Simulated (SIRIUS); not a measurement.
**CoO under changes of volume**

One of the cells (11.411 Å³/atom); the others are scaled copies at fixed shape and fractional positions:

```
CELL_PARAMETERS angstrom
1.60222 0.92504 2.56647
-1.60222 0.92504 2.56647
0.00000 -1.85008 2.56647
ATOMIC_POSITIONS crystal
Co 0.99898 0.99898 0.99898
O 0.75102 0.75102 0.75102
```

Measurements of this composition are mostly on another form, of space group No. 225.

```yaml
Program: SIRIUS 7.12.0
Functional: LDA
Potentials_or_basis: all-electron FP-LAPW
Cutoff: 365 eV
Basis: apw+lo standard
k_mesh: 10 × 10 × 10
Occupations: fermi-dirac, width 0.05 eV
Spin: collinear spin, ferromagnetic start
Starting_moments: "[2.0, 0.0] μB"
```

| volume (Å³/atom) | energy over the lowest point (meV/atom) | moment (μB per cell) |
| --- | --- | --- |
| 10.727 | 0.00 | 1.80 |
| 10.955 | 23.13 | 2.13 |
| 11.183 | 44.30 | 2.40 |
| 11.411 | 67.10 | 2.55 |
| 11.640 | ? | ? |
| 11.868 | 118.07 | 2.76 |
| 12.096 | 146.38 | 2.83 |

**Question.** What does the run at 11.640 Å³/atom give?

**Answer.** Energy over the lowest point 91.63 meV/atom; moment 2.67 μB per cell.

Worked out: A Birch-Murnaghan fit of order 3 (a polynomial in V^(-2/3)) to the other rows has no minimum within the range. It gives 91.51 meV/atom at 11.640 Å³/atom, against the run's 91.63. A parabola through the other rows of the moment, of slope 0.481 μB per Å³/atom there, gives 2.70 μB, against the run's 2.67.

Energies are extrapolated to zero smearing.

Caveats: a cell with one magnetic atom can't hold antiferromagnetic order, which such compounds often take.
